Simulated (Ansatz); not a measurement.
# HfN (PbO-type structure)

Method: PBE, scalar-relativistic; no spin polarisation; PAW, 420 eV, 10×10×8 k-mesh, Gaussian smearing of 0.05 eV; code Ansatz. The datasets are Ansatz's generated set soft_2.

Space group P4/nmm:1 (No. 129). a = 3.857 Å, b = 3.857 Å, c = 4.818 Å, α = 90.00°, β = 90.00°, γ = 90.00°
```csv
atom,site,symmetry,x,y,z
Hf,2c,4mm,0.5000,0.0000,0.1769
N,2a,-4m2,0.0000,0.0000,0.0000
```

The start was a prototype's sites filled with these elements. The Crystallography Open Database lists the compound in space group Fm-3m (rock salt), so this is a trial structure.

The cell above was scaled in volume, and shape and atoms were relaxed at each volume within its symmetry. Energies are counted from the cell above.

Cell and atoms are those of this level's equilibrium.

```
V (Å³/atom)  ΔE (meV/atom)  P from the stress (GPa)
     16.932          11.62                     3.78
     17.201           6.14                     2.73
     17.559           1.52                     1.38
     17.918           0.00                     0.01
     18.276           1.30                    -1.21
     18.634           5.13                    -2.27
     19.172          14.95                    -3.64
     19.709          29.03                    -4.81
```

Question: Do the energies and the pressures agree? Compare −ΔE/ΔV between neighbouring points (1 meV/Å³ = 0.1602 GPa) with the mean of their pressures.

Answer: 
```
interval (Å³/atom)  −ΔE/ΔV (GPa)  mean P (GPa)
    16.93 to 17.20           3.3           3.3
    17.20 to 17.56           2.1           2.1
    17.56 to 17.92           0.7           0.7
    17.92 to 18.28          -0.6          -0.6
    18.28 to 18.63          -1.7          -1.7
    18.63 to 19.17          -2.9          -3.0
    19.17 to 19.71          -4.2          -4.2
```
They differ by 0.03 GPa at most.

Question: What do the two routes give for V0, B0 and B0′?

Answer: A third-order Birch–Murnaghan fit of the energies: V0 = 17.92 Å³/atom, B0 = 62 GPa, B0′ = 4.2. A polynomial of P in ln V, with B = −dP/d ln V at P = 0: V0 = 17.93 Å³/atom, B0 = 63 GPa, B0′ = 2.9. The two B0′ disagree, so these points don't fix it: a third derivative leans on the end points, and mesh and smearing noise enter it strongly.

B0·V0 = 61.6 GPa × 17.92 Å³ = 6.89 eV/atom sets the scale: near the minimum ΔE ≈ ½ B0 V0 x², with x = V/V0 − 1, and a pressure of 0.6 GPa squeezes the volume by about 1 %. At the ends of the curve: x = −5.5 % predicts 10.5 meV/atom and the run gives 11.6; x = +10.0 % predicts 34.2 meV/atom and the run gives 29.0. The curve is steeper than the parabola on the compressed side and flatter on the expanded side: the bulk modulus rises with pressure.

Scalar-relativistic only: spin–orbit splittings of the heavy atoms' levels are missing. The run is a metal.
